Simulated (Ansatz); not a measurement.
The system is Lu.

```
CELL_PARAMETERS angstrom
3.50310 0.00000 0.00000
-1.75155 3.03377 0.00000
0.00000 0.00000 5.55090
ATOMIC_POSITIONS crystal
Lu 0.66667 0.33333 0.75000
Lu 0.33333 0.66667 0.25000
```

Base run:

* Program: Ansatz 0.2.0
* Functional: PBE
* Potentials or basis: all-electron LAPW, scalar-relativistic
* Cutoff: 173 eV
* Density cutoff: 690 eV
* Basis error allowed: 0.001 eV/atom
* k mesh: 9 × 9 × 5
* Occupations: fermi-dirac, width 0.05 eV
* Spin: no spin polarisation

Its results: band gap on the k mesh none (metal or under the smearing width); pressure -0.5 GPa.

The run is repeated on the same cell with these changes: functional from PBE to PBEsol. What comes out?

Band gap on the k mesh none (metal or under the smearing width); pressure -3.0 GPa.

PBEsol binds more tightly than PBE, so the same cell stands under less pressure.

Not every run made on this cell is shown here.
